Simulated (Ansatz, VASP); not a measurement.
This is a calculation of Ge for VASP 6.6.1.

Contents of INCAR:

```
ALGO = Normal
EDIFF = 1E-6
ENCUT = 520
GGA = RP
ISIF = 2
ISMEAR = -1
IVDW = 12
LASPH = T
LCHARG = F
LREAL = F
LWAVE = F
NBANDS = 21
NELM = 100
PREC = Accurate
SIGMA = 0.05
```

KPOINTS

```
k-points
0
Gamma
  8 8 8
```

File POSCAR:

```
Ge
1.0
    0.0000000000      2.7906767997      2.7906767997
    2.7906767997      0.0000000000      2.7906767997
    2.7906767997      2.7906767997      0.0000000000
Ge
2
Direct
    0.7500000000      0.7500000000      0.7500000000
    0.5000000000      0.5000000000      0.5000000000
```

Potentials or basis: VASP PAW PBE potentials, release 64 (Ge_d).

Command:

```console
$ cat potpaw_PBE.64/Ge_d/POTCAR > POTCAR
$ mpirun -np 1 vasp_std > vasp.out
```

Translate it to Ansatz 0.2.0. Potentials there: Ansatz PAW.

As run (the cutoff follows the program's own potentials):

File input.yaml:

```yaml
crystal:
  lattice:
    - [0.0, 2.7906767997, 2.7906767997]
    - [2.7906767997, 0.0, 2.7906767997]
    - [2.7906767997, 2.7906767997, 0.0]
  atoms:
    - { symbol: Ge, position: [0.75, 0.75, 0.75] }
    - { symbol: Ge, position: [0.5, 0.5, 0.5] }
hamiltonian:
  xc: rpbe
  pseudopotentials: { kind: paw }
  dispersion: d3bj
kpoints:
  mp_grid: { grid: [8, 8, 8] }
scf:
  occupations: { method: fermi_dirac, width: 0.05 }
output:
  forces: true
  stress: true
  eigenvalues: true
```

Potentials or basis: Ansatz PAW.

Launch:

```bash
$ ansatz run input.yaml --threads 2 --pin off --max-ram 5120MiB --backend cpu --events-out ev --progress --plain --runs-dir out
```

Both were run:

|  | VASP | Ansatz | Ansatz less VASP |
| --- | --- | --- | --- |
| gap on the k mesh at the Fermi level (eV) | 0.40 | 0.39 | -0.009 |
| least direct gap on the mesh (eV) | 0.53 | 0.51 | -0.017 |
| pressure (GPa) | -2.0 | -1.8 | +0.17 |
| dispersion energy (meV/atom) | -1324.1 | -1324.2 | -0.07 |

Caveats: the PAW data sets were made with another functional, which shifts forces and pressure a little (VASP); the PAW data sets come from PBE, with cores solved anew for the run's functional, which leaves a small shift of forces and pressure (Ansatz).
